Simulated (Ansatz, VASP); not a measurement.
BAs in VASP and in Ansatz

The input INCAR:

```
PREC = Accurate
ENCUT = 520
EDIFF = 1E-6
ISMEAR = -1
SIGMA = 0.05
LREAL = False
LASPH = True
NELM = 60
ALGO = Normal
ISIF = 2
LWAVE = False
LCHARG = True
GGA = RP
LELF = True
LVHAR = True
NBANDS = 11
```

The input KPOINTS:

```
Automatic mesh
0
Gamma
  10 10 10
```

The input POSCAR:

```
BAs
1.0
    0.0000000000      2.4353452264      2.4353452264
    2.4353452264      0.0000000000      2.4353452264
    2.4353452264      2.4353452264      0.0000000000
As B
1 1
Direct
    0.7500000000      0.7500000000      0.7500000000
    0.0000000000      0.0000000000      0.0000000000
```

The input input.yaml:

```yaml
crystal:
  lattice:
    - [0.0, 2.4353452264, 2.4353452264]
    - [2.4353452264, 0.0, 2.4353452264]
    - [2.4353452264, 2.4353452264, 0.0]
  atoms:
    - { symbol: As, position: [0.75, 0.75, 0.75] }
    - { symbol: B, position: [0.0, 0.0, 0.0] }
hamiltonian:
  xc: rpbe
  pseudopotentials: { kind: paw }
kpoints:
  mp_grid: { grid: [10, 10, 10] }
scf:
  occupations: { method: fermi_dirac, width: 0.05 }
output:
  forces: true
  stress: true
  eigenvalues: true
```

Alike in both runs: task single point; functional RPBE; k mesh 10 × 10 × 10; occupations fermi-dirac, width 0.05 eV; no spin polarisation.

```csv
,VASP,Ansatz
version,VASP 6.6.1,Ansatz 0.2.0
potentials or method,"VASP PAW PBE potentials, release 64 (As, B)",Ansatz PAW
plane-wave cutoff (eV),520,420
valence electrons in the cell,8,18
```

```csv
,VASP,Ansatz,Ansatz less VASP
gap on the k mesh at the Fermi level (eV),1.27,1.28,+0.009
least direct gap on the mesh (eV),3.21,3.21,+0.007
pressure (GPa),-1.8,-2.2,-0.42
```

The two sets of potentials don't hold the same shells in valence.

Caveats: the PAW data sets were made with another functional, which shifts forces and pressure a little (VASP); the PAW data sets come from PBE, with cores solved anew for the run's functional, which leaves a small shift of forces and pressure (Ansatz). A k mesh can miss the band edges. As with any semilocal functional, this RPBE gap is likely too small.
